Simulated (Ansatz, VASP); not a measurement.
# Ti: VASP beside Ansatz

```
Ti
1.0
    -1.64100    1.64100    1.62459
     1.64100   -1.64100    1.62459
     1.64100    1.64100   -1.62459
Ti
1
Direct
  0.00000 0.00000 0.00000
```

Change from the starting cell: zz strain of -1 %.

Alike in both runs: task single point; functional PBEsol; k mesh 14 × 14 × 14; occupations fermi-dirac, width 0.05 eV; no spin polarisation.

|  | VASP | Ansatz |
| --- | --- | --- |
| version | VASP 6.6.1 | Ansatz 0.2.0 |
| potentials or method | VASP PAW PBE potentials, release 64 (Ti_sv), cutoff 520 eV | all-electron LAPW, scalar-relativistic |

|  | VASP | Ansatz | Ansatz less VASP |
| --- | --- | --- | --- |
| pressure (GPa) | -5.9 | -5.7 | +0.18 |
| largest component of the traceless stress (GPa) | 0.22 | 0.22 | +0.003 |

Ansatz ran all-electron here, so the differences hold the error of VASP's frozen core and of both bases.

Caveats: the PAW data sets were made with another functional, which shifts forces and pressure a little (VASP).
